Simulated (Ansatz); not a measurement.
# SrCl2: the cost of one run

Method: DFT LDA, scalar-relativistic, in Ansatz 0.2.0.

### Step 1. The system as given

Symmetry: Fm-3m, No. 225, cubic system. The conventional cell has a = 6.971 Å, b = 6.971 Å, c = 6.971 Å, α = 90.00°, β = 90.00°, γ = 90.00°. Around Sr (site symmetry m-3m) lie 8 Cl at 3.02 Å. Around Cl (site symmetry -43m) lie 4 Sr at 3.02 Å.

Coordinates:

```xyz
3
Lattice="0.0000 3.4855 3.4855 3.4855 0.0000 3.4855 3.4855 3.4855 0.0000" Properties=species:S:1:pos:R:3 pbc="T T T"
Sr    0.0000    0.0000    0.0000
Cl    1.7428    1.7428    1.7428
Cl    5.2283    5.2283    5.2283
```

The structure is an experimental refinement, used without relaxation.

Atoms are numbered in the order of the input: Sr1, Cl2, Cl3.

### Step 2. Volume × 0.94, LAPW

The input, input.yaml:

```yaml
crystal:
  lattice:
    - [0.0, 3.4143473819, 3.4143473819]
    - [3.4143473819, 0.0, 3.4143473819]
    - [3.4143473819, 3.4143473819, 0.0]
  atoms:
    - { symbol: Sr, position: [0.0, 0.0, 0.0] }
    - { symbol: Cl, position: [0.25, 0.25, 0.25] }
    - { symbol: Cl, position: [0.75, 0.75, 0.75] }
kpoints:
  mp_grid: { grid: [8, 8, 8] }
  band_path:
    path:
      - [0.0, 0.0, 0.0]
      - [0.5, 0.0, 0.5]
      - [0.625, 0.25, 0.625]
      - [0.375, 0.375, 0.75]
      - [0.0, 0.0, 0.0]
      - [0.5, 0.5, 0.5]
      - [0.5, 0.25, 0.75]
      - [0.5, 0.0, 0.5]
    npoints: 5
scf:
  occupations: { method: fermi_dirac, width: 0.01 }
hamiltonian:
  xc: lda
  pseudopotentials: { kind: all_electron, lapw: { basis_error: 0.001 } }
output:
  forces: true
  stress: true
  eigenvalues: true
```

Started as:

```
$ ansatz run input.yaml --threads 1 --pin off --max-ram 4096MiB --backend cpu --events-out ev --progress --plain --runs-dir out
```

What time and memory should one allow on 1 thread of Arm Neoverse V1, shared host?

About 14 s, with a peak of 0.29 GiB.
